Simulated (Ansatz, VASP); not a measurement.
# BP in VASP and in Ansatz

The input INCAR:

```
  ALGO = Normal
  EDIFF = 1E-6
  ENCUT = 520
  GGA = PS
  ISIF = 2
  ISMEAR = 0
  LASPH = True
  LCHARG = False
  LREAL = False
  LWAVE = False
  NBANDS = 16
  NELM = 100
  PREC = Accurate
  SIGMA = 0.02
```

Contents of KPOINTS:

```
k-points
0
Gamma
  8 8 6
```

The input POSCAR:

```
BP
1.0
    2.2601007546      2.2601007546      0.0000000000
   -2.2601007546      2.2601007546      0.0000000000
    0.0000000000      0.0000000000      4.5202015093
B P
2 2
Direct
    0.0000000000      0.0000000000      0.0000000000
    0.5000000000      0.5000000000      0.5000000000
    0.5000000000      0.0000000000      0.7500000000
    0.0000000000      0.5000000000      0.2500000000
```

Input for Ansatz:

```yaml
crystal:
  lattice:
    - [2.2601007502, 2.2601007502, 0.0]
    - [-2.2601007502, 2.2601007502, 0.0]
    - [0.0, 0.0, 4.5202015004]
  atoms:
    - { symbol: B, position: [0.0, 0.0, 0.0] }
    - { symbol: B, position: [0.5, 0.5, 0.5] }
    - { symbol: P, position: [0.5, 0.0, 0.75] }
    - { symbol: P, position: [0.0, 0.5, 0.25] }
basis:
  ecutwfc: 420
kpoints:
  mp_grid: { grid: [8, 8, 6] }
hamiltonian:
  xc: pbesol
scf:
  occupations: { method: gaussian, width: 0.02 }
output:
  forces: true
  stress: true
  eigenvalues: true
```

Alike in both runs: task single point; functional PBEsol; k mesh 8 × 8 × 6; occupations gaussian, width 0.02 eV; no spin polarisation.

|  | VASP | Ansatz |
| --- | --- | --- |
| version | VASP 6.6.1 | Ansatz 0.2.0 |
| potentials or method | VASP PAW PBE potentials, release 64 (B, P) | scalar-relativistic, plane waves, PAW |
| plane-wave cutoff (eV) | 520 | 420 |
| valence electrons in the cell | 16 | 16 |

```tsv
	VASP	Ansatz	Ansatz less VASP
gap on the k mesh at the Fermi level (eV)	1.11	1.11	+0.004
least direct gap on the mesh (eV)	1.20	1.21	+0.003
pressure (GPa)	0.1	0.0	-0.10
```

The functional is the same, so the differences come from potentials, cutoffs and numerics.

Caveats: the PAW data sets were made with another functional, which shifts forces and pressure a little (VASP). A k mesh can miss the band edges.
